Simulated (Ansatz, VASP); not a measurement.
Two plane-wave programs on Li2S

```
S Li
1.0
     0.00000    2.86334    2.86334
     2.86334    0.00000    2.86334
     2.86334    2.86334    0.00000
S Li
1 2
Direct
  0.00000 0.00000 0.00000
  0.75000 0.75000 0.75000
  0.25000 0.25000 0.25000
```

Change from the starting cell: volume scaled by 1.02.

Alike in both runs: task single point; functional PBE; k mesh 8 × 8 × 8; occupations fermi-dirac, width 0.05 eV; no spin polarisation.

```csv
,VASP,Ansatz
version,VASP 6.6.1,Ansatz 0.2.0
potentials or method,"VASP PAW PBE potentials, release 64 (S, Li_sv)",Ansatz PAW
plane-wave cutoff (eV),520,420
valence electrons in the cell,12,12
```

Ansatz gave:

* gap on the k mesh at the Fermi level (eV): 3.40
* least direct gap on the mesh (eV): 4.19

Task: What did VASP give for the same quantities?

Result: gap on the k mesh at the Fermi level (eV): 3.40; least direct gap on the mesh (eV): 4.20.

The functional is the same, so the differences come from potentials, cutoffs and numerics.

 A k mesh can miss the band edges.
